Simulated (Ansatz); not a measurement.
# Bands of Hg

```
Hg
1.0
     1.73000    0.99882    2.23400
    -1.73000    0.99882    2.23400
     0.00000   -1.99763    2.23400
Hg
1
Direct
  0.00000 0.00000 0.00000
```

The conventional cell has a = 3.460 Å, b = 3.460 Å, c = 6.702 Å, α = 90.00°, β = 90.00°, γ = 120.00°. Hg (atom 1) has 6 Hg at 3.00 Å as nearest neighbours.

The geometry is COD entry 1541226, unchecked; take it as a test cell.

No spin–orbit coupling, which matters for the heavy atoms here.

The calculation used Ansatz 0.2.0, DFT, PBE, all-electron LAPW, scalar-relativistic.

The runs use a Γ-centred 12×12×12 k mesh, Fermi–Dirac smearing of 0.03 eV, basis error target 0.5 meV/atom, no spin polarisation.

Points in fractions of the reciprocal vectors of this cell: Γ (0, 0, 0), T (0.5, 0.5, 0.5), H2 (0.7, 0.3, 0.5), H0 (0.5, -0.3, 0.3), L (0.5, 0, 0), S0 (0.4, -0.4, 0), S2 (0.6, 0, 0.4), F (0.5, 0, 0.5). The path joins them by straight lines in the order Γ–T–H2–H0–L–Γ–S0–S2–F; legs that retrace an earlier one aren't tabulated. Energies are in eV from the Fermi level.

Q: Metal or insulator at this level of theory?

A: No gap opens: metallic or semimetallic.

Q: Tabulate bands 18 to 25, counted from the lowest band of the run, along the path.

A: 
```csv
k (1/Å),point,band 18,band 19,band 20,band 21,band 22,band 23,band 24,band 25
0.00,Γ,-7.71,-7.71,-6.40,-6.23,-6.23,11.82,12.53,12.53
0.35,,-7.45,-7.45,-6.62,-6.39,-6.39,11.91,12.18,12.18
0.70,,-6.92,-6.92,-6.60,-6.60,-6.40,10.96,11.26,11.26
1.05,,-7.18,-7.18,-5.89,-5.89,-3.57,5.78,10.00,10.00
1.41,T,-7.32,-7.32,-5.52,-5.52,-0.14,1.40,9.36,9.36
1.59,,-7.34,-7.26,-5.66,-5.53,0.14,1.41,8.40,8.99
1.77,,-7.40,-7.10,-6.02,-5.58,0.90,1.44,6.59,7.82
1.95,,-7.47,-6.87,-6.44,-5.65,1.38,1.90,4.97,6.42
2.13,H2,-7.43,-6.80,-6.65,-5.72,0.89,2.69,4.26,5.43
2.45,,-7.65,-6.65,-6.27,-5.77,0.10,1.67,3.76,7.94
2.76,,-7.72,-6.28,-6.02,-5.92,-0.21,1.05,3.37,10.74
3.08,,-7.65,-6.65,-6.27,-5.77,0.10,1.67,3.76,7.94
3.39,H0,-7.43,-6.80,-6.65,-5.72,0.89,2.69,4.26,5.43
3.66,,-7.36,-7.10,-6.44,-5.81,-0.53,1.72,5.23,6.51
3.94,,-7.64,-6.92,-6.30,-5.94,-1.55,-0.03,7.56,8.82
4.21,,-7.71,-6.52,-6.35,-5.93,-1.99,-1.41,10.53,11.04
4.48,L,-7.73,-6.41,-6.29,-5.89,-2.10,-1.98,12.08,12.54
4.77,,-7.70,-6.40,-6.31,-6.00,-4.89,1.47,12.28,12.78
5.05,,-7.67,-6.85,-6.36,-6.33,-6.20,5.48,12.47,13.07
5.34,,-7.69,-7.59,-6.39,-6.27,-6.24,9.66,12.19,12.78
5.63,Γ,-7.71,-7.71,-6.40,-6.23,-6.23,11.82,12.53,12.53
5.99,,-7.66,-7.62,-6.37,-6.29,-6.17,9.47,10.31,12.99
6.35,,-7.43,-7.13,-6.38,-6.36,-5.56,5.81,6.96,14.82
6.72,,-7.14,-6.89,-6.32,-6.20,-3.19,3.63,3.68,13.01
7.08,S0,-7.72,-6.28,-6.02,-5.92,-0.21,1.05,3.37,10.74
7.34,,-7.54,-6.64,-6.25,-5.88,-0.77,1.25,4.24,9.24
7.59,,-7.42,-7.09,-6.39,-5.85,-0.94,1.13,5.89,7.24
7.85,,-7.54,-6.64,-6.25,-5.88,-0.77,1.25,4.24,9.24
8.11,S2,-7.72,-6.28,-6.02,-5.92,-0.21,1.05,3.37,10.74
8.20,,-7.85,-6.22,-5.99,-5.73,0.31,0.58,3.69,10.38
8.29,,-7.94,-6.17,-5.96,-5.57,0.21,0.65,4.14,10.11
8.38,,-8.00,-6.15,-5.95,-5.46,-0.02,0.83,4.56,9.95
8.47,F,-8.02,-6.14,-5.94,-5.42,-0.10,0.89,4.75,9.90
```
